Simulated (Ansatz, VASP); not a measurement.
## Th3Ga2 in two plane-wave programs

Aim: how closely do two programs agree when they are given the same cell, functional and k mesh? Of the first pair: The structure shown is the start of the Ansatz relaxation below; VASP solves that cell, so the two are compared at the walk's first step.

Main program and level: Ansatz 0.2.0; plane waves, with VASP 6.6.1 beside it; single point at PBEsol.

## 1. Set-up

It takes space group P4/mnc (No. 128, tetragonal). The conventional cell has a = 7.992 Å, b = 7.992 Å, c = 8.465 Å, α = 90.00°, β = 90.00°, γ = 90.00°. Nearest to Th lie 4 Ga at 3.20 Å and 4 Th at 3.54 Å. Nearest to Th lie 6 Ga at 3.14 to 3.22 Å and 2 Th at 3.54 Å. Ga has 1 Ga at 2.67 Å and 8 Th at 3.14 to 3.22 Å nearest. Farther neighbours are not listed.

## 2. Ansatz: relaxation, PBEsol

Ansatz runs on its default PAW (the set named soft_2) files.

The two programs are compared at the cell with which this relaxation starts, whose forces are those of its first step.

Contents of input.yaml:

```yaml
crystal:
  lattice:
    - [7.9917443991, 0.0, 0.0]
    - [0.0, 7.9917443991, 0.0]
    - [0.0, 0.0, 8.4654628555]
  atoms:
    - { symbol: Th, position: [0.0, 0.0, -0.025987947] }
    - { symbol: Th, position: [0.0, 0.0, 0.525987947] }
    - { symbol: Th, position: [0.5, 0.5, 0.025987947] }
    - { symbol: Th, position: [0.5, 0.5, 0.474012053] }
    - { symbol: Th, position: [0.1721532076, 0.6799273857, 0.25] }
    - { symbol: Th, position: [0.1799273857, 0.6721532076, 0.75] }
    - { symbol: Th, position: [0.3200726143, 0.1721532076, 0.25] }
    - { symbol: Th, position: [0.3278467924, 0.1799273857, 0.75] }
    - { symbol: Th, position: [0.8278467924, 0.3200726143, 0.25] }
    - { symbol: Th, position: [0.8200726143, 0.3278467924, 0.75] }
    - { symbol: Th, position: [0.6799273857, 0.8278467924, 0.25] }
    - { symbol: Th, position: [0.6721532076, 0.8200726143, 0.75] }
    - { symbol: Ga, position: [0.3817816704, 0.8817816704, 0.0] }
    - { symbol: Ga, position: [0.3817816704, 0.8817816704, 0.5] }
    - { symbol: Ga, position: [0.1182183296, 0.3817816704, 0.0] }
    - { symbol: Ga, position: [0.1182183296, 0.3817816704, 0.5] }
    - { symbol: Ga, position: [0.6182183296, 0.1182183296, 0.0] }
    - { symbol: Ga, position: [0.6182183296, 0.1182183296, 0.5] }
    - { symbol: Ga, position: [0.8817816704, 0.6182183296, 0.0] }
    - { symbol: Ga, position: [0.8817816704, 0.6182183296, 0.5] }
kpoints:
  mp_grid: { grid: [6, 6, 4] }
hamiltonian:
  xc: pbesol
scf:
  occupations: { method: methfessel_paxton, width: 0.2 }
output:
  forces: true
  stress: true
  eigenvalues: true
  write_density: true
  write_potential: true
  elf: true
  volumetric_format: npy
relax:
  adjacent_minimum: "off"
  f_tol: 0.002
  max_steps: 120
  cell: { stress_tol: 0.03, fix: [volume] }
```

Run with:

```console
$ ansatz run input.yaml --threads 6 --pin off --max-ram 40960MiB --backend cuda --events-out ev --progress --plain --runs-dir out
```

Numbers of over 12 decimals in the logs are rounded to 6 here.

Log:

```text
Engine: ansatz 0.2.0, x86_64-unknown-linux-gnu
Pseudopotentials: kind: paw
Pseudopotential: Th, paw, valence charge 12, recommended cutoff 420 eV (normal), Th.paw.azcp
Pseudopotential: Ga, paw, valence charge 13, recommended cutoff 420 eV (normal), Ga.paw.azcp
Functional definition: PBEsol
  exchange = pbesol_x
  correlation = pbesol_c
device memory: the entry about to start is reckoned to put 14.8 GiB on a device that reports 78.6 GiB free
GPU FFT provider: cuFFT
GPU libraries: cuBLAS 13.8.2, cuFFT 12.4.0, cuSOLVER 12.3.4
Crystal: 20 atoms, lattice volume = 540.672 Å³
Basis set: ecut = 420 eV, 10613 PW (Γ), exchange–correlation on 108×108×120 points (8 copies of the dense FFT grid, shifted against one another)
Bands: 149, of which v1, the nominal top of the filled ones, is band 124 counted from 1 (123 counted from 0)
Symmetry: 16 space group operations
Space group: P4/mnc (ITA 128), of the structure as read, at distance tolerance 8.1e-5 Å
k-points: 30 of 144
Non-local potential: Th, projectors of the file, l = 0: 3, l = 1: 2, l = 2: 2, l = 3: 3
Non-local potential: Ga, projectors of the file, l = 0: 2, l = 1: 2, l = 2: 3, l = 3: 1
PAW form: soft (Blöchl's): semilocal exchange-correlation on the pseudo side does not see the compensation charge
PAW frozen core: Th, regenerated for the run's functional, and the local potential with it (the file was generated under x = pbe(κ = 0.804, μ = 0.219515), c = pbe(β = 0.066725))
PAW frozen core: Ga, regenerated for the run's functional, and the local potential with it (the file was generated under x = pbe(κ = 0.804, μ = 0.219515), c = pbe(β = 0.066725))
PAW one-centre angular grid: Th, 590 points (default); XC on 64 Gauss nodes
PAW one-centre angular grid: Ga, 590 points (default); XC on 64 Gauss nodes
Initial density: superposition of atomic densities (neutral atoms: chi_scale 0, normalization atom), corrected by the library's trained network
Initial wavefunctions: pseudopotential atomic-orbital guess
GPU buffer pool allocated for 174960 grid points (all kernels)
GPU transforms: local potential and band sums: pruned to the plane-wave sphere, on 54×54×60
Functional: x = pbesol(κ = 0.804, μ = 0.123457), c = pbesol(β = 0.046)
SCF iter   1: F=—  HF=-186627.079346 eV  |F-HF|=—  |Δ(HF+E_count)|=         —  Δρ=3.78e-3  dr2=7.30e-2  ethr=1.77e-3  ⟨swp⟩=5.3  Hψ=18415  notcnv=0
preconditioner: auto → Kerker (q_TF=auto, 2.396 Å⁻¹)  [metal: Δε(μ)=0.012 eV  Ē_g=12.278 eV  σ=0.200 eV  W_gap=0.05  n_scr=130 (ndim 8)  ℏωp=23.9 eV  f_vac=0.000  D(μ)=26.98/eV (n_scr^D=252)]
SCF iter   2: F=—  HF=-186627.070654 eV  |F-HF|=—  |Δ(HF+E_count)|=   8.69e-3  S|Δr|=    0.00e0  Δρ=2.09e-3  dr2=2.20e-2  ethr=2.94e-5  ⟨swp⟩=2.4  Hψ=8650  notcnv=0
SCF iter   3: F=—  HF=-186627.070907 eV  |F-HF|=—  |Δ(HF+E_count)|=   2.53e-4  S|Δr|=    0.00e0  Δρ=7.31e-4  dr2=2.15e-3  ethr=8.85e-6  ⟨swp⟩=2.0  Hψ=6621  notcnv=0
SCF iter   4: F=—  HF=-186627.068949 eV  |F-HF|=—  |Δ(HF+E_count)|=   1.96e-3  S|Δr|=    0.00e0  Δρ=1.95e-4  dr2=2.19e-4  ethr=8.69e-7  ⟨swp⟩=2.0  Hψ=6648  notcnv=0
SCF iter   5: F=—  HF=-186627.069876 eV  |F-HF|=—  |Δ(HF+E_count)|=   9.27e-4  S|Δr|=    0.00e0  Δρ=3.64e-5  dr2=8.02e-6  ethr=8.83e-8  ⟨swp⟩=2.0  Hψ=6705  notcnv=0
SCF iter   6: F=—  HF=-186627.069715 eV  |F-HF|=—  |Δ(HF+E_count)|=   1.61e-4  S|Δr|=    0.00e0  Δρ=1.07e-5  dr2=5.03e-7  ethr=3.23e-9  ⟨swp⟩=2.0  Hψ=7092  notcnv=0
SCF iter   7: F=-186627.069715 eV  HF=-186627.069715 eV  |F-HF|=2.05e-8  |Δ(HF+E_count)|=   8.27e-8  S|Δr|=    0.00e0  Δρ=2.76e-6  dr2=5.26e-8  ethr=4.03e-11  ⟨swp⟩=19.2  Hψ=36284  notcnv=0
SCF 1 converged in 7 iterations: F = -186627.069715 eV  dr2 = 5.26e-8
  greatest PAW one-centre occupation: 0.994 electrons in one spin orbital (limit 2), on the Ga atom at site 19 (counted from 0), in its partial waves of l = 2
relax step   1: F+E_penalty+E_count = -186627.06971490 eV  Δ(F+E_penalty+E_count) = +0.000e0 eV  max|allowed force component| = 7.340e-2 eV/Å  Δτ_max = 0.0000 Å  P = -3.120 GPa  Ω = 540.672 Å³  fix = [volume]  reactions: volume -3.120 GPa  (7 SCF iters, dr2 threshold 1.00e-7 eV, accepted)
device memory: the entry about to start is reckoned to put 14.0 GiB (of the 14.8 GiB reckoned in all, the device holds 0.7 GiB already) on a device that reports 76.2 GiB free
GPU FFT provider: cuFFT
GPU libraries: cuBLAS 13.8.2, cuFFT 12.4.0, cuSOLVER 12.3.4
Basis set: ecut = 420 eV, 10581 PW (Γ), exchange–correlation on 108×108×120 points (8 copies of the dense FFT grid, shifted against one another)
Initial density: handed on by an earlier stage of this run
Initial wavefunctions: those handed on with the density
GPU buffer pool allocated for 174960 grid points (all kernels)
GPU transforms: local potential and band sums: pruned to the plane-wave sphere, on 54×54×60
iter 1 solved again at ethr=1.05e-5 eV; its pass at ethr=3.10e-3 eV (dr2=2.62e-2 eV) is discarded
[...]
atom   7  Th     0.00125048    -0.00076313     0.00000000
  atom   8  Th     0.00076313    -0.00125048     0.00000000
  atom   9  Th     0.00076313     0.00125048     0.00000000
  atom  10  Th     0.00125048     0.00076313     0.00000000
  atom  11  Th    -0.00125048     0.00076313     0.00000000
  atom  12  Th    -0.00076313     0.00125048     0.00000000
  atom  13  Ga     0.00138369     0.00138369    -0.00000000
  atom  14  Ga     0.00138369     0.00138369    -0.00000000
  atom  15  Ga    -0.00138369     0.00138369    -0.00000000
  atom  16  Ga    -0.00138369     0.00138369     0.00000000
  atom  17  Ga    -0.00138369    -0.00138369    -0.00000000
  atom  18  Ga    -0.00138369    -0.00138369    -0.00000000
  atom  19  Ga     0.00138369    -0.00138369    -0.00000000
  atom  20  Ga     0.00138369    -0.00138369     0.00000000
  max |Σ_I F_I| component: 1.82e-17 eV/Å
--- Stress (GPa, compression-positive) ---
       -3.122795       0.000000       0.000000
        0.000000      -3.122795       0.000000
        0.000000       0.000000      -3.114440
  P = ⅓ Tr σ = -3.1200 GPa (-31.200 kbar)
--- Band table (eV; the first three rows and the last of 30) ---
  k-point 0: bands = [... 120 lower, 13.3918, 13.3918, 13.4695, 13.4784, 13.5627, 13.8265, 13.8724, 13.8882, ... 21 higher]
  k-point 1: bands = [... 120 lower, 13.1554, 13.2523, 13.3249, 13.3824, 13.3824, 13.8177, 13.8978, 13.9798, ... 21 higher]
  k-point 2: bands = [... 120 lower, 13.2438, 13.2438, 13.3727, 13.3727, 13.4036, 13.4036, 13.5595, 13.5595, ... 21 higher]
  k-point 29: bands = [... 120 lower, 13.1749, 13.1749, 13.3074, 13.3074, 13.7047, 13.7047, 13.7047, 13.7047, ... 21 higher]
--- Relaxed structure (5 steps of the walk, 5 accepted, 1 SCFs on fresh bases) ---
  F+E_penalty+E_count = -186627.10015326 eV   max|allowed force component| = 1.384e-3 eV/Å   (the final SCF, on the basis selected at the relaxed cell)
  cell:  # Å, volume = 540.6720 Å³
    - [7.946711, 0, 0.0]
    - [0, 7.946711, 0.0]
    - [0.0, 0.0, 8.561681]
  atoms:
    - { symbol: Th, position: [0, 0, -0.034036] }
    - { symbol: Th, position: [0, 0, 0.534036] }
    - { symbol: Th, position: [0.500000, 0.500000, 0.034036] }
    - { symbol: Th, position: [0.500000, 0.500000, 0.465964] }
    - { symbol: Th, position: [0.168084, 0.683088, 0.25] }
    - { symbol: Th, position: [0.183088, 0.668084, 0.75] }
    - { symbol: Th, position: [0.316912, 0.168084, 0.25] }
    - { symbol: Th, position: [0.331916, 0.183088, 0.75] }
    - { symbol: Th, position: [0.831916, 0.316912, 0.25] }
    - { symbol: Th, position: [0.816912, 0.331916, 0.75] }
    - { symbol: Th, position: [0.683088, 0.831916, 0.25] }
    - { symbol: Th, position: [0.668084, 0.816912, 0.75] }
    - { symbol: Ga, position: [0.381276, 0.881276, 0] }
    - { symbol: Ga, position: [0.381276, 0.881276, 0.5] }
    - { symbol: Ga, position: [0.118724, 0.381276, 0] }
    - { symbol: Ga, position: [0.118724, 0.381276, 0.5] }
    - { symbol: Ga, position: [0.618724, 0.118724, 0] }
    - { symbol: Ga, position: [0.618724, 0.118724, 0.5] }
    - { symbol: Ga, position: [0.881276, 0.618724, 0] }
    - { symbol: Ga, position: [0.881276, 0.618724, 0.5] }
```

The column dr2 measures how far the density is from self-consistency, as an energy; F and HF (Harris–Foulkes) agree once it is small.

[end of part 1 of 3]

[Lines on the potential files, build, host, timing and source positions are cut from VASP's logs without a mark.]

[Logs are printed without paths, hosts, clocks, repeated set-up lines and the standing remarks that a program may print on its own settings, such as how far it seeks lower states.]

[Hosts, paths, dates, database ids (printed as entryN), source tags and the programs' standing remarks are cut or masked in the printed files.]
